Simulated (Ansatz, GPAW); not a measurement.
**Fitting the PBEsol energy curve of Au3Cu**

Symmetry: Pm-3m, No. 221, cubic system. The conventional cell has a = 3.980 Å, b = 3.980 Å, c = 3.980 Å, α = 90.00°, β = 90.00°, γ = 90.00°. Au (site symmetry 4/mmm) has 8 Au at 2.81 Å and 4 Cu at 2.81 Å as nearest neighbours. Cu (site symmetry m-3m) is surrounded by 12 Au at 2.81 Å.

The cell was scaled at fixed shape and fractions and run with GPAW, PAW data sets generated for this functional, cutoff 600 eV; PBEsol, k mesh 7 × 7 × 7 on the cell of 4 atoms, fermi-dirac occupations of 0.05 eV, no spin polarisation, no spin-orbit coupling. Energies are those that the program minimises, any entropy of the smearing included. For a metal such a mesh isn't converged to the digits shown.

```csv
V (Å³/atom),energy over the lowest row (meV/atom)
14.8155,48.85
15.1308,23.68
15.4460,7.89
15.7612,?
16.0764,0.00
16.3916,5.95
16.7069,17.38
```

Fit the third-order Birch-Murnaghan form, give V0, B0 and B′, and predict the energy left open.

With y = (V0/V)^(2/3), E = E0 + (9 V0 B0/16) [(y - 1)³ B′ + (y - 1)² (6 - 4y)]. Least squares through the rows shown give V0 = 15.9335 Å³/atom, E0 = -0.67 meV, B0 = 171.6 GPa (1 eV/Å³ = 160.218 GPa) and B′ = 5.80, with a largest miss of 0.01 meV. At V = 15.7612 the form with these constants gives 0.35 meV; the run gave 0.34 meV an atom. Other set-ups at this level, from all their volumes (Å³/atom, GPa): Ansatz, all-electron LAPW, scalar-relativistic: V0 15.670, B0 174.7.
